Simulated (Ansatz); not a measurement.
# 1T-SiSSe monolayer in a perpendicular field, part 2 of 3

What dipole does a perpendicular field induce in the 1T-SiSSe monolayer, and does the gap follow? A positive field points along +c.

Ansatz 0.2.0; plane-wave DFT, PBE-D3(BJ), Ansatz PAW.

So far. Step 2 (Relaxation): The lattice constant a goes from 3.405 to 3.375 Å.

**3. Atoms held, field 0**

A sawtooth potential applies the field, turning back in the middle of the vacuum. With the dipole correction the typed value is the field outside the slab. The induced dipole is small, so the SCF threshold is tight.

The cell differs from the one that the last finished run ended in (c 34.824 → 20.761 Å).

Input file input.yaml:

```yaml
crystal:
  lattice:
    - [3.3747087652, 0.0, 0.0]
    - [-1.6873543826, 2.922583521, 0.0]
    - [0.0, 0.0, 20.7608468692]
  atoms:
    - { symbol: Se, position: [0.6666666667, 0.3333333333, 0.4335083273] }
    - { symbol: Si, position: [0.0, 0.0, 0.5037048921] }
    - { symbol: S, position: [0.3333333333, 0.6666666667, 0.5664916727] }
kpoints:
  mp_grid: { grid: [18, 18, 1] }
  band_path:
    path: [[0, 0, 0], [0.5, 0, 0], [0.33333333, 0.33333333, 0], [0, 0, 0]]
    npoints: 16
hamiltonian:
  xc: pbe
  dispersion: d3bj
scf:
  occupations: { method: fermi_dirac, width: 0.02585 }
  convergence: { dr2_threshold: 1.0e-10 }
efield:
  axis: 3
  dipole_correction: true
  ramp_position: 0.97
  ramp_width: 0.06
  amplitude: 0
output:
  dos: { projected: true, e_range: [-6, 5] }
  write_potential: true
  write_density: true
  volumetric_format: npy
  elf: true
```

Started as:

```sh
$ ansatz run input.yaml --threads 2 --pin off --max-ram 3072MiB --backend cpu --events-out ev --progress --plain --runs-dir out
```

Numbers of over 12 decimals in the logs are rounded to 6 here.

Output:

```text
[...]
Crystal: 3 atoms, lattice volume = 204.761 Å³
Basis set: ecut = 420 eV, 4017 PW (Γ)
Bands: 17, of which v1, the nominal top of the filled ones, is band 13 counted from 1 (12 counted from 0)
Symmetry: 6 space group operations
[...]
k-points: 37 of 324 (time reversal used)
[...]
SCF iter   1: F=—  HF=-7008.990746 eV  |F-HF|=—  |Δ(HF+E_count)|=         —  Δρ=1.51e-3  dr2=2.51e-2  ethr=1.77e-3  p=-0.032 e·Å  D=-2.85e-2 V/Å  ΔV_dip=0.59 eV  dr2_dipole=5.34e-3  V_vac-E_F(+/−)=5.63/5.04 eV  ⟨swp⟩=9.9  Hψ=4640  notcnv=0
efield: sawtooth ramp at fractional position 0.9700 (set: `efield.ramp_position`, or a place that a band, a saddle search or an elastic batch's reference lends), width 0.0600; the density the first Hamiltonian is built on has a dipole p = -0.032 e·Å; the dipole correction subtracts the counter field D = -2.85e-2 V/Å, which shifts the + side's vacuum level by +0.59 eV against the − side's; the planar-averaged density in the ramp window peaks in size at 1.3e-5 e/Å³
[...]
SCF iter   2: F=—  HF=-7009.018494 eV  |F-HF|=—  |Δ(HF+E_count)|=   2.77e-2  Δρ=3.43e-3  dr2=2.18e-1  ethr=9.67e-5  p=0.023 e·Å  D=2.01e-2 V/Å  ΔV_dip=-0.42 eV  dr2_dipole=5.53e-2  V_vac-E_F(+/−)=5.14/5.56 eV  ⟨swp⟩=4.5  Hψ=1579  notcnv=0
[...]
SCF iter  10: F=-7008.987559 eV  HF=-7008.987559 eV  |F-HF|=8.19e-12  |Δ(HF+E_count)|=  1.76e-10  Δρ=7.93e-8  dr2=1.09e-11  ethr=1.00e-12  p=-0.018 e·Å  D=-1.60e-2 V/Å  ΔV_dip=0.33 eV  dr2_dipole=1.38e-13  V_vac-E_F(+/−)=5.56/5.23 eV  ⟨swp⟩=4.4  Hψ=2113  notcnv=0
SCF 1 converged in 10 iterations: F = -7008.987559 eV  dr2 = 1.09e-11
[...]
NSCF: frozen V_eff on 49 k-points
efield: sawtooth ramp at fractional position 0.9700 (kept from the solve that this one continues, or follows in the run), width 0.0600; the density the first Hamiltonian is built on has a dipole p = -0.018 e·Å; the dipole correction subtracts the counter field D = -1.60e-2 V/Å, which shifts the + side's vacuum level by +0.33 eV against the − side's; the planar-averaged density in the ramp window peaks in size at 8.0e-6 e/Å³
WARN: The output density's exchange-correlation potential varies sharply where the density is thin. Do not read a vacuum level from v_tot or v_xc, or from such a field of the output density. On a cell that repeats whose density bears no net charge and no dipole along the vacuum's axis use v_es (v_loc + v_h of the components); under efield.dipole_correction with no amplitude use v_es + v_field, which holds any externa [...]
SCF converged after 10 iterations
Free energy (F): -7008.987559 eV
[...]
Internal energy: -7008.987558 eV  (E = F + TS)
E sigma→0 (E₀):  -7008.987558 eV
Entropy (-TS):   -0.000000 eV (-0.000 meV/atom)
Fermi energy:    -1.580332 eV
Dipole field:    D = -0.015991 V/Å  (p = -0.018095 e·Å, saw-weighted, corrected)
Work function:   Φ+ = 5.5581 eV   Φ− = 5.2261 eV
Levels:          The Fermi level and band energies are counted from a zero that moves with the ramp; work functions are not
[...]
--- Band table (eV; the first three rows and the last of 37) ---
  k-point 0: bands = [... 9 lower, -3.1656, -3.1656, -1.9448, -1.9448, 0.8259, 2.0451, 2.6340, 2.6340]
  k-point 1: bands = [... 9 lower, -3.4705, -3.2894, -2.2341, -1.9229, 1.0613, 2.2774, 2.5736, 2.7175]
  k-point 2: bands = [... 9 lower, -3.5850, -3.4845, -2.8948, -1.9170, 1.3224, 2.3107, 2.9618, 3.0510]
  k-point 36: bands = [... 9 lower, -6.8844, -6.5908, -3.4811, -3.2683, 0.3681, 3.7381, 3.9185, 4.9583]
```

It took 9.5 s on 2 threads of Intel Xeon Platinum 8488C (Sapphire Rapids), shared host; peak memory 0.53 GiB.

Reading the cycles: dr2 is the Hartree energy of the density residual (eV), the measure of convergence; HF is the Harris–Foulkes estimate of the energy, which meets the free energy F at convergence.

This step gave:

```
dipole along the normal            : -0.01810 e·Å
gap along the path                 : 0.6340 eV
smallest direct gap along the path : 1.426 eV
step between the vacuum levels     : 0.3320 eV
ionisation energy, upper face      : 5.890 eV
electron affinity, upper face      : 5.256 eV
ionisation energy, lower face      : 5.558 eV
gap, the smaller of path and mesh  : 0.6340 eV
```

Running mean over a fixed 2.7 Å (it still follows the layers) of the planar mean; the ramp of the sawtooth is left out. The electron's electrostatic potential energy less the Fermi level by z:

z (Å), electron's electrostatic potential energy less the Fermi level (eV) and a bar from the least value:
```
      3.0       5.23 #############################
      3.5       5.23 #############################
      4.0       5.23 #############################
      4.5       5.23 #############################
      5.0       5.22 #############################
      5.5       5.22 #############################
      6.0       5.18 #############################
      6.5       5.01 #############################
      7.0       4.23 ###########################
      7.5       2.66 #######################
      8.0       0.85 ###################
      8.5      -1.15 ###############
      9.0      -3.65 #########
      9.5      -6.12 ####
     10.0      -7.19 #
     10.5      -7.77 
     11.0      -7.66 
     11.5      -6.02 ####
     12.0      -3.22 ##########
     12.5      -0.64 ################
     13.0       1.75 #####################
     13.5       3.97 ##########################
     14.0       5.20 #############################
     14.5       5.48 ##############################
     15.0       5.54 ##############################
     15.5       5.55 ##############################
     16.0       5.56 ##############################
     16.5       5.56 ##############################
     17.0       5.56 ##############################
     17.5       5.56 ##############################
```

The density of states has structure finer than the step of the table below, so its rows give means over 0.2 eV, whole bins alone (the curve runs from -6 to 2.3 eV). Peaks (eV: height): -5.92: 5.41, -3.46: 4.95, -2.03: 4.84, -1.86: 4.31, -1.70: 7.91, -1.20: 5.12, 1.97: 4.27.

Density of states against energy, zero at the Fermi level of the run, which the smearing sets inside the gap; means over each step:

energy (eV), density of states (states/eV a cell) and a bar:
```
     -5.8       1.77 ############
     -5.6       0.83 ######
     -5.4       1.01 #######
     -5.2       1.09 #######
     -5.0       1.01 #######
     -4.8       1.16 ########
     -4.6       1.39 ##########
     -4.4       1.38 #########
     -4.2       1.42 ##########
     -4.0       1.48 ##########
     -3.8       1.99 ##############
     -3.6       2.27 ################
     -3.4       2.81 ###################
     -3.2       1.17 ########
     -3.0       0.96 #######
     -2.8       0.89 ######
     -2.6       0.74 #####
     -2.4       1.29 #########
     -2.2       2.02 ##############
     -2.0       2.93 ####################
     -1.8       3.70 #########################
     -1.6       4.37 ##############################
     -1.4       2.05 ##############
     -1.2       3.25 ######################
     -1.0       1.48 ##########
     -0.8       0.97 #######
     -0.6       0.85 ######
     -0.4       1.02 #######
     -0.2       0.00 
      0.0       0.00 
      0.2       0.00 
      0.4       0.28 ##
      0.6       0.46 ###
      0.8       0.46 ###
      1.0       0.51 ####
      1.2       0.57 ####
      1.4       0.63 ####
      1.6       0.72 #####
      1.8       0.94 ######
      2.0       1.80 ############
      2.2       1.05 #######
```

Projected DOS per atom over height of the atomic layer and energy from the Fermi level. Layers: Se Si S from below.

Ten even steps from '0' (0.01 states/eV) to '9' (1.87 states/eV), each cell a mean:
```
121
111
010
010
000
000
000
300
402
705
909
606
202
112
112
436
223
223
112
112
111
333
```
Columns: height of the atomic layer (Å) from 9 to 11.8 (not evenly spaced); rows upwards: energy from the Fermi level (eV) from -5.96 to 2.23.

The electronic bands at the labelled points (eV, zero at the Fermi level of the run, which the smearing sets inside the gap):

```
  point  band 10  band 11  band 12  band 13  band 14  band 15  band 16  band 17
      Γ    -1.59    -1.59    -0.36    -0.36     2.41     3.63     4.21     4.21
halfway    -3.13    -2.88    -1.69    -0.63     1.79     4.40     5.21     5.47
      M    -3.64    -3.36    -1.76    -1.12     0.30     3.99     4.56     5.40
halfway    -4.89    -3.76    -1.94    -1.60     1.61     4.89     5.25     5.56
      K    -5.30    -5.01    -1.90    -1.69     1.95     5.32     5.50     6.54
halfway    -4.43    -2.52    -1.98    -1.21     2.60     4.47     5.25     5.76
      Γ    -1.59    -1.59    -0.36    -0.36     2.41     3.63     4.21     4.21
```

The electronic bands as a text plot (rows in eV, shown from -8.3 to 4.2 only):

```
    4.0 |+++++++      ++++++++++                          +++++++
    3.4 |+                                                      +
    2.9 |  +++++                                      +++++++++
    2.4 |++     +                              +++++++         ++
    1.9 |        +++               ++++++++++++
    1.3 |           ++            +
    0.8 |             +++      +++
    0.3 |                ++++++
   -0.2 |********                                           *****
   -0.8 |  *     ********                              ***** **
   -1.3 |   ***          ********           ***********  ****
   -1.8 |***********************************        *************
   -2.3 |  ******                           ***********     ***
   -2.8 |    **  ****                              *      ***
   -3.4 |      *   ***************              ***      ***
   -3.9 |       *     **     **** ***          *       ***
   -4.4 |        **              *   **     ***  ******
   -4.9 |          **             ***  ***** ****   **
   -5.5 |            ***             ********    ***
   -6.0 |               ****      *****     *****
   -6.5 |***********        ******                  *************
   -7.0 |           **                             *
   -7.5 |             **                         **
   -8.1 |               **                     **
         Γ                   M           K                      Γ
```

ELF in the ca plane at fractional y = 0.000, with atoms of Si within 0.2 Å of it. It is the smooth field of the valence electrons, not physical close to the nuclei.

Ten even steps from '0' (0.00) to '9' (0.76), each cell a mean:
```
00000000000000000000246433552100000000000000
00000000000000000123468756875321000000000000
00000000000000012567888756888764200000000000
00000000000000025899987534799997410000000000
00000000000000025899987423799997520000000000
00000000000000014688888645899875310000000000
00000000000000001345678867886532100000000000
00000000000000000011357634763100000000000000
00000000000000000000145343342000000000000000
```
Columns run along c (16.0 Å, from fractional 0.08 to 0.85 of the cell), rows up along a (3.4 Å). Atoms in or near the plane, at fractional coordinates: Si at (0.50, 0.00).

Valence density in the ca plane at fractional y = 0.000, with atoms of Si within 0.2 Å of it. It is the smooth field of the valence electrons, not physical close to the nuclei.

Ten even steps from '0' (0.00 e/Å³) to '9' (0.50 e/Å³), each cell a mean:
```
00000000000000000001246524652100000000000000
00000000000000000012457766753210000000000000
00000000000000000124677656776420000000000000
00000000000000000137996444688631000000000000
00000000000000000147996434689631000000000000
00000000000000000135787545677521000000000000
00000000000000000013567767764310000000000000
00000000000000000011357645753100000000000000
00000000000000000001246412542100000000000000
```
Columns run along c (16.0 Å, from fractional 0.08 to 0.85 of the cell), rows up along a (3.4 Å). Atoms in or near the plane, at fractional coordinates: Si at (0.50, 0.00).

Electrostatic potential energy in the ca plane at fractional y = 0.000, with atoms of Si within 0.2 Å of it. With pseudopotentials it is smooth inside the atoms' cores, unlike the true potential.

Ten even steps from '0' (-31 eV) to '9' (4 eV), each cell a mean:
```
99999999999999999999873000168999999999999999
99999999999999999999886211578999999999999999
99999999999999999998777766788899999999999999
99999999999999999987667888877899999999999999
99999999999999999987567888876789999999999999
99999999999999999987777777777899999999999999
99999999999999999998887534688999999999999999
99999999999999999999884000278999999999999999
99999999999999999999872000068999999999999999
```
Columns run along c (16.0 Å, from fractional 0.08 to 0.85 of the cell; values clipped at the 3rd and 97th percentile), rows up along a (3.4 Å). Atoms in or near the plane, at fractional coordinates: Si at (0.50, 0.00).

The gap is 0.63 eV, with the valence edge 5.89 eV and the conduction edge 5.26 eV under the upper vacuum level.

**4. Single point, field 0.1 V/Å**

Edit input.yaml of step 3 so:

```diff
@@ -25,5 +25,4 @@
   ramp_width: 0.06
-  amplitude: 0
+  amplitude: 0.1
 output:
-  dos: { projected: true, e_range: [-6, 5] }
   write_potential: true
@@ -31,2 +30 @@
   volumetric_format: npy
-  elf: true
```

Output:

```text
[...]
Crystal: 3 atoms, lattice volume = 204.761 Å³
Basis set: ecut = 420 eV, 4017 PW (Γ)
Bands: 17, of which v1, the nominal top of the filled ones, is band 13 counted from 1 (12 counted from 0)
Symmetry: 6 space group operations
[...]
k-points: 37 of 324 (time reversal used)
[...]
--- Band table (eV; the first three rows and the last of 37) ---
  k-point 0: bands = [... 9 lower, -3.1636, -3.1636, -1.9579, -1.9579, 0.8199, 2.0260, 2.6287, 2.6287]
  k-point 1: bands = [... 9 lower, -3.4735, -3.2882, -2.2462, -1.9351, 1.0552, 2.2544, 2.5583, 2.7122]
  k-point 2: bands = [... 9 lower, -3.5852, -3.4907, -2.9050, -1.9279, 1.3172, 2.2865, 2.9565, 2.9806]
  k-point 36: bands = [... 9 lower, -6.8914, -6.5970, -3.4802, -3.2816, 0.3613, 3.7219, 3.9207, 4.9482]
[key lines of the parts left out:]
SCF converged after 15 iterations
Free energy (F): -7008.987069 eV
Fermi energy:    -1.589006 eV
Dipole field:    D = 0.007342 V/Å  (p = 0.008308 e·Å, saw-weighted, corrected)
```

Elapsed: 10 s, on 2 threads; peak memory 0.51 GiB.

The dipole is 0.00831 e·Å, 0.0264 e·Å from its value without field, and the gap 0.639 eV.

(Part 2 of 3 ends here.)

[Logs are printed without paths, hosts, clocks, repeated set-up lines and the standing remarks that a program may print on its own settings, such as how far it seeks lower states.]

[Hosts, paths, dates, database ids (printed as entryN), source tags and the programs' standing remarks are cut or masked in the printed files.]

[Maps of the electrostatic potential energy from Ansatz leave out the sawtooth potential of an applied field or a dipole correction, so their vacuum need not be flat; planar profiles and work functions include it.]

[The density of states shown here was stored with 400 of the rows of the run's finer table, so its peaks can read low, often by over a quarter, or be missed, and its means over a window can be off by a tenth or more.]
